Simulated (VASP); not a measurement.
**C: single point with PBE**

C:

```
C
1.0
     2.29368    0.00000    0.00000
    -1.14684    1.98639    0.00000
     0.00000    0.00000    4.22420
C
4
Direct
  0.00000 0.00000 0.25000
  0.00000 0.00000 0.75000
  0.33333 0.66667 0.25000
  0.66667 0.33333 0.75000
```

The cell isn't the ideal one: volume scaled by 0.43, LAPW.

```yaml
Program: VASP 6.6.1
Task: single point
Functional: PBE
Potentials_or_basis: VASP PAW PBE potentials, release 64 (C)
Cutoff: 520 eV
k_mesh: 15 × 15 × 5
Occupations: fermi-dirac, width 0.1 eV
Spin: no spin polarisation
```

The pressure is 188.4 GPa. The band gap on the k mesh is none (metal or under the smearing width).

Stress tensor (GPa, compression positive):
```
189.19   0.00   0.00
  0.00 189.19   0.00
  0.00   0.00 186.94
```

Levels at points of the mesh, in eV from the Fermi level:
```tsv
k point	band 4	band 5	band 6	band 7	band 8	band 9	band 10	band 11	band 12	band 13
(0.00, 0.00, 0.00)	-3.57	-3.57	-2.91	-2.91	-2.05	8.92	8.92	9.98	9.98	11.94
```

Run time: 15 s on 1 thread of Intel(R) Xeon(R) Platinum 8559C (Emerald Rapids) (shared host), peak memory 0.13 GiB.

Caveat: the cell as given lies far from equilibrium; so large a pressure means that the cell lies far from this level's equilibrium, or that cutoff or potentials fall short.
